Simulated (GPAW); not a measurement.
The system is BaF2 (Frankdicksonite).

```
Ba F
1.0
     0.00000    3.10005    3.10005
     3.10005    0.00000    3.10005
     3.10005    3.10005    0.00000
Ba F
1 2
Cartesian
  0.0000 0.0000 0.0000
  4.6501 4.6501 4.6501
  1.5500 1.5500 1.5500
```

Program: GPAW 26.7.0. Alike in all runs: task band structure; no spin polarisation; cell as given; k mesh 6 × 6 × 6; cutoff (eV) 800; smearing fermi-dirac 0.05 eV.

Question: Order these runs on this cell by their band gap on the k mesh, lowest first.
A. level optB88-vdW; potentials or basis GPAW PAW data sets (gpaw-data 1.2.1), pw; older calculator (legacy_gpaw) yes
B. level SCAN; potentials or basis GPAW PAW data sets (gpaw-data 1.2.1), pw
C. level PW91; potentials or basis PAW data sets generated in the run's folder for this functional, pw
D. level RPBE; potentials or basis the program's PAW data sets (release 1.2.1) made for this functional, pw
E. level LDA; potentials or basis the program's PAW data sets (release 1.2.1) made for this functional, pw

Answer: E (6.42 eV), A (6.66 eV), C (6.86 eV), D (7.10 eV), B (7.28 eV).

Caveats: spin-orbit coupling is left out, which moves the levels of the heavy elements.

Runs at the PBE level aren't shown here.
